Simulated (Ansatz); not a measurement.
GaAs (F-43m): phonons

Computed with PBEsol, PAW on Ansatz 0.2.0's default frozen-core files (fitted under PBE), scalar-relativistic; not a measurement.

The cell comes from a PAW relaxation under the same functional.

Command line:

```sh
ansatz run input.yaml --threads 1 --pin off --max-ram 3072MiB --backend cpu --events-out ev --progress --plain --runs-dir out
```

Input file:

```yaml
crystal:
  lattice:
    - [0.0, 2.82920034817, 2.82920034817]
    - [2.82920034817, 0.0, 2.82920034817]
    - [2.82920034817, 2.82920034817, 0.0]
  atoms:
    - { symbol: Ga, position: [0.0, 0.0, 0.0] }
    - { symbol: As, position: [0.75, 0.75, 0.75] }
kpoints:
  mp_grid: { grid: [8, 8, 8] }
scf:
  occupations: { method: fixed }
hamiltonian:
  xc: pbesol
  pseudopotentials: { kind: paw }
phonons:
  qmesh: [2, 2, 2]
  qpath:
    path:
      - [0.0, 0.0, 0.0]
      - [-0.5, -0.5, 0.0]
      - [-0.375, -0.375, 0.25]
      - [-0.375, 0.0, 0.375]
      - [0.0, 0.0, 0.0]
      - [0.0, 0.0, 0.5]
      - [-0.5, -0.25, 0.25]
      - [-0.5, -0.5, 0.0]
    npoints: 6
  temperatures: { t_min: 0, t_max: 1000, t_step: 100 }
```

Output (shortened where marked):

```
Warning: phonons: the dynamical matrix that this run interpolates holds no multipole term above the dipole-dipole one, and a site of this crystal is no centre of inversion, so its interpolated transverse optical and acoustic branches and sound speeds can stay off near Gamma, and the density of states and the thermodynamics with them. What a run solves at a wave vector of phonons.qpoints, Gamma apart, where the deck ...
Warning: RAYON_NUM_THREADS=1 ignored (pool sized by the plan → 1); use --threads N
Engine: ansatz 0.2.0, x86_64-unknown-linux-gnu
Pseudopotentials: kind: paw
Pseudopotential: Ga, paw, valence charge 13, recommended cutoff 420 eV (normal), Ga.paw.azcp
Pseudopotential: As, paw, valence charge 15, recommended cutoff 420 eV (normal), As.paw.azcp
Functional definition: PBEsol
  exchange = pbesol_x
  correlation = pbesol_c
Crystal: 4 atoms, lattice volume = 90.584 Å³
Basis set: ecut = 420 eV, 1787 PW (Γ), FFT grids on a1, a2, −a1+a2+a3, exchange–correlation on 54×54×80 points (8 copies of the dense FFT grid, shifted against one another)
Bands: 34, of which v1, the nominal top of the filled ones, is band 28 counted from 1 (27 counted from 0)
Symmetry: 16 space group operations
k-points: 39 of 256 (time reversal used)
Non-local potential: Ga, projectors of the file, l = 0: 2, l = 1: 2, l = 2: 3, l = 3: 1
Non-local potential: As, projectors of the file, l = 0: 2, l = 1: 2, l = 2: 3, l = 3: 1
PAW form: soft (Blöchl's): semilocal exchange-correlation on the pseudo side does not see the compensation charge
PAW frozen core: Ga, regenerated for the run's functional, and the local potential with it (the file was generated under x = pbe(κ = 0.804, μ = 0.2195149727645171), c = pbe(β = 0.06672455060314922))
PAW frozen core: As, regenerated for the run's functional, and the local potential with it (the file was generated under x = pbe(κ = 0.804, μ = 0.2195149727645171), c = pbe(β = 0.06672455060314922))
PAW one-centre angular grid: Ga, 590 points (default); XC on 64 Gauss nodes
PAW one-centre angular grid: As, 590 points (default); XC on 64 Gauss nodes
Initial density: handed on by an earlier stage of this run
Initial wavefunctions: those handed on with the density
Functional: x = pbesol(κ = 0.804, μ = 0.12345679012345678), c = pbesol(β = 0.046)
SCF iter   1: F=—  HF=-17113.709708 eV  |F-HF|=—  |Δ(HF+E_count)|=         —  Δρ=1.26e-7  dr2=6.24e-12  ethr=1.12e-12  ⟨swp⟩=3.0  Hψ=3827  notcnv=0
preconditioner: auto → Resta (q_TF=auto, 2.518 Å⁻¹)  ε∞=3.6  [insulator: Δε(μ)=0.423 eV  Ē_g=14.601 eV  n_scr=28 (ndim 8)  ℏωp=23.4 eV  f_vac=0.072  ε∞_Penn≈3.6]
SCF iter   2: F=-17113.709708 eV  HF=-17113.709708 eV  |F-HF|=3.64e-12  |Δ(HF+E_count)|=  3.64e-12  Δρ=4.67e-8  dr2=1.24e-12  ethr=1.00e-12  ⟨swp⟩=3.8  Hψ=3987  notcnv=0
SCF 1 converged in 2 iterations: F = -17113.709708 eV  dr2 = 1.24e-12
  greatest PAW one-centre occupation: 0.999 electrons in one spin orbital (limit 2), on the As atom at site 3 (counted from 0), in its partial waves of l = 2
Crystal: 2 atoms, lattice volume = 45.292 Å³
Basis set: ecut = 420 eV, 893 PW (Γ), exchange–correlation on 54×54×54 points (8 copies of the dense FFT grid, shifted against one another)
[... 102 lines left out ...]
Internal energy: -17113.709708 eV  (E = F + TS)
E sigma→0 (E₀):  -17113.709708 eV
Fermi energy:    8.017572 eV
--- Per-component energies (eV) ---
  E_band       = -634.021687
  E_kinetic    = 438.729045
  E_local      = -7845.056062  (includes V_loc(G=0)·N_el)
  E_nonlocal   = -484.551964
  E_hartree    = 3946.451336
  E_xc         = -294.436268
  E_vxc        = -274.802393  (∫ρ·V_xc dr)
  E_paw        = -7485.532678  (= ΣΔE_a)
  E_vpaw       = -361.242657  (= ΣTr[D̂ρ^β])
  E_aug_tail   = -0.000274  (compensation charges beyond the density's cutoff)
  E_ewald      = -5392.971656
  E_core_change = 3.658813  (= ΣΔE_core)
  E_smearing   = -0.000000  (= −TS)
  E_closure    = 0.000000  (closes the sum)
  Σ components = -17113.709708   (vs F -17113.709708, Δ=0.00e0)
--- Forces (eV/Å), atoms counted from 1 ---
  atom   1  Ga    -0.00000000    -0.00000000     0.00000000
  atom   2  As     0.00000000    -0.00000000    -0.00000000
  atom   3  Ga     0.00000000    -0.00000000     0.00000000
  atom   4  As     0.00000000     0.00000000    -0.00000000
  max |Σ_I F_I| component: 9.54e-17 eV/Å
--- Phonons: 7 displaced members + 2 references (amplitude of the first 0.0025 Å, Σ member SCF iterations 43) ---
  ASR residual: 9.643e-5 → 0.000e0 eV/Å²; symmetrization residual: 3.315e-5 eV/Å²
  largest component of a force at the reference: 5.6e-17 eV/Å
  ASR residual per site (eV/Å²): 2.64e-5 9.64e-5
  Γ frequencies (cm⁻¹): 0.00 0.00 0.00 262.81 262.81 262.81
  Unit cell's response to a homogeneous field: 3 representative field directions (Σ response iterations 15)
  ε∞ (high-frequency dielectric tensor):
       14.255666     0.000000     0.000000
        0.000000    14.255666     0.000000
        0.000000     0.000000    14.255666
  ε⁰ (static dielectric tensor): not given — the deck does not say what the cell's rigid motions are, and on a molecule in a box or a wire the rigid rotations would enter the sum over the modes at Γ. For a crystal or a slab, ...
  Born effective charges Z* (e; rows j = field, columns β = displacement):
    site 0:
         2.11555    0.00000    0.00000
         0.00000    2.11555   -0.00000
        -0.00000    0.00000    2.11555
    site 1:
        -2.11555   -0.00000   -0.00000
        -0.00000   -2.11555    0.00000
         0.00000   -0.00000   -2.11555
  Z* charge neutrality: 4.162e-5 e pre-enforcement
  solved inside a basis spanned on the 8×8×8 k-mesh, on 10×10×10 k-points transformed towards the longest dipole: ε∞ is read to err by 4.1e-2, Z* by 1.6e-2 e; Z* is corrected for what the basis lacks
  optical modes at Γ without the LO–TO term, one row a degenerate level:
      ω (cm⁻¹)  modes    IR ((D/Å)²/amu)
        262.81      3             8.5773
  optical modes at Γ + LO–TO along q̂ = [1.0000, 0.0000, 0.0000]:
      ω (cm⁻¹)  modes    IR ((D/Å)²/amu)
        262.81      2             5.7182
        280.21      1             2.8591
  optical modes at Γ + LO–TO along q̂ = [0.0000, 1.0000, 0.0000]:
      ω (cm⁻¹)  modes    IR ((D/Å)²/amu)
        262.81      2             5.7182
        280.21      1             2.8591
  optical modes at Γ + LO–TO along q̂ = [0.0000, 0.0000, 1.0000]:
      ω (cm⁻¹)  modes    IR ((D/Å)²/amu)
        262.81      2             5.7182
        280.21      1             2.8591
--- Phonons (by wavevector): 3 wavevectors in 2 supercells ---
  supercell 1 (2 cells, vectors [1, 0, 0], [0, 1, -1], [0, 0, 2] in multiples of the cell's): 3 displaced members by 0.0025 Å; free energy -17113.709708 eV; taken off its force constants: by the sum rule 9.6e-5, by the ...
  symmetry images taken by strict's conditions (phonons.symmetry_images: auto; settled by no image being taken that strict refuses)
  supercell 2 (2 cells, vectors [1, 0, 0], [0, 1, 0], [0, 0, 2] in multiples of the cell's): 4 displaced members by 0.0025 Å; free energy -17113.709708 eV; taken off its force constants: by the sum rule 2.2e-5, by the ...
  symmetry images taken by strict's conditions (phonons.symmetry_images: auto; settled by no image being taken that strict refuses)
  q = [0.0000, 0.0000, 0.0000] (star 1, supercell 1; hermiticity 0.00e0, symmetrization 1.86e-6): -0.00 -0.00 -0.00 262.81 262.81 262.81
  q = [0.0000, 0.0000, -0.5000] (star 4, supercell 2; hermiticity 1.74e-16, symmetrization 4.25e-16): 57.92 57.92 201.82 230.99 255.38 255.38
  q = [0.0000, -0.5000, -0.5000] (star 3, supercell 1; hermiticity 9.80e-17, symmetrization 3.10e-16): 73.14 73.14 215.45 231.61 247.11 247.11
  joined force constants: q→R imaginary residual 4.59e-17
  density of states and harmonic sums: on the 20×20×20 q-mesh, interpolated from the force constants of a 2×2×2 supercell (with the dipole–dipole term)
  largest difference from the sums on the solved wave vectors: F 6.64e-2 eV, S 9.87e-5 and C_V 3.23e-5 eV/K
```

The run converged.

### Field response

Linear response of an insulating crystal by Kohn-Sham DFT to a field and to zone-centre displacements, local fields included; Born charges neutralised; LO modes for wave vectors along x and z; Cartesian axes as in the input.

| Quantity | Value |
| --- | --- |
| Dielectric electronic (x, y, z) | 14.26, 14.26, 14.26 |
| Highest phonon with field along x | 280.2 cm⁻¹ |
| Highest phonon with field along z | 280.2 cm⁻¹ |
| Highest phonon without field | 262.8 cm⁻¹ |

```csv
atom,born charge xx (e),born charge yy (e),born charge zz (e)
Ga1,2.116,2.116,2.116
As2,-2.116,-2.116,-2.116
```

**Phonons on the q mesh**

Harmonic phonons of a crystal by Kohn-Sham DFT at the given cell, standard atomic masses, acoustic sum rule imposed; negative wavenumbers are unstable modes; one row a degenerate set, branches counted upwards.

| Item | Value |
| --- | --- |
| Unstable phonons | no |

```
point  q a (r.l.u.)  q b (r.l.u.)  q c (r.l.u.)  branch  phonon wavenumber (cm⁻¹)  degeneracy
Gamma             0             0             0       4                     262.8           3
    L           0.5             0             0       1                      57.9           2
    L           0.5             0             0       3                     201.8           1
    L           0.5             0             0       4                       231           1
    L           0.5             0             0       5                     255.4           2
    X           0.5           0.5             0       1                      73.1           2
    X           0.5           0.5             0       3                     215.4           1
    X           0.5           0.5             0       4                     231.6           1
    X           0.5           0.5             0       5                     247.1           2
```

Harmonic thermodynamics:

Sums over wave vectors interpolated from the q mesh.

```json
{
 "Zero point energy": "33.07 meV/atom"
}
```

```
temperature (K)  phonon heat capacity (k_B/atom)  phonon entropy (k_B/atom)  phonon free energy (meV/atom)
            100                             1.78                      1.419                          28.14
            200                            2.568                      2.956                           8.92
            300                            2.793                      4.048                         -21.51
            400                             2.88                      4.865                         -60.06
            500                            2.922                      5.513                         -104.9
            600                            2.946                      6.048                         -154.8
            700                             2.96                      6.503                         -208.9
            800                            2.969                      6.899                         -266.6
            900                            2.975                      7.249                         -327.6
           1000                             2.98                      7.563                         -391.5
```

Caveats: frozen-core PAW files fitted under PBE, their cores solved anew for the functional of the run; no LO-TO term at the zone centre; coarse q mesh.

It took 4.5 min on 1 thread of Intel(R) Xeon(R) Platinum 8259CL CPU @ 2.50GHz (Skylake/Cascade Lake) (shared host), peak memory 0.78 GiB.
